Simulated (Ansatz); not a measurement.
17O NMR of the central transition in SiO2

Cell: a Materials Project structure (computed, not necessarily an observed phase), atoms as given.

Space group Pmma (No. 51); a = 5.2383, b = 7.4406, c = 8.1229 Å.

| site | Wyckoff | site symmetry | x | y | z |
| --- | --- | --- | --- | --- | --- |
| Si1 | 4k | m.. | 0.2500 | 0.2113 | 0.1053 |
| Si5 | 2f | mm2 | 0.2500 | 0.5000 | 0.3869 |
| O7 | 4g | .2. | 0.0000 | 0.2627 | 0.0000 |
| O11 | 2e | mm2 | 0.2500 | 0.0000 | 0.1483 |
| O13 | 4k | m.. | 0.2500 | 0.3219 | 0.2744 |
| O17 | 2d | .2/m. | 0.5000 | 0.5000 | 0.5000 |

One atom of each set is listed.

Level of theory: DFT, r2SCAN, plane waves and PAW (field gradients read without the response of the frozen cores, which leaves them typically 4 to 6 % off), scalar-relativistic, 500 eV cutoff, Γ-centred 4×3×3 k-points, Fermi–Dirac smearing 0.02 eV (Ansatz 0.2.0).

17O has I = 5/2 and Q = -25.58 mb (Pyykkö 2018); at 18.8 T its Larmor frequency is ν₀ = 108.6 MHz. Only the quadrupole interaction is simulated: positions count from each site's isotropic chemical shift, and J coupling is left out, as are shift anisotropy and dipolar coupling, which fast spinning averages.

Q: Simulate the second-order pattern (fast magic-angle spinning, Gaussian broadening 0.1 kHz) of site O11 (2 Si at 1.61 Å, angle 155°).

A: The calculation gives C_Q = -6.11 MHz and η = 0.08, so ν_Q = 0.917 MHz and the centre of gravity lies at -19.1 ppm (-2.07 kHz).

(offset (kHz), height): (-5.388, 0), (-5.225, 1), (-5.062, 5), (-4.900, 5), (-4.737, 5), (-4.574, 6), (-4.411, 6), (-4.248, 6), (-4.086, 6), (-3.923, 6), (-3.760, 7), (-3.597, 7), (-3.434, 11), (-3.272, 56), (-3.109, 82), (-2.946, 56), (-2.783, 47), (-2.621, 42), (-2.458, 40), (-2.295, 39), (-2.132, 38), (-1.969, 39), (-1.807, 40), (-1.644, 41), (-1.481, 44), (-1.318, 49), (-1.155, 57), (-0.993, 77), (-0.830, 100), (-0.667, 55), (-0.504, 2), (-0.341, 0)

At O11 V_zz runs parallel to the line that joins its two neighbours (within 1°).

The run took 22 s of wall time (22 s of CPU time) and 1.2 GiB at its peak, on 1 thread of AMD EPYC 9R14 (Zen 4) (x86_64; 16 cores open to the job, memory cap 3.0 GiB, no GPU), a shared host with a load of 0.2 a core.
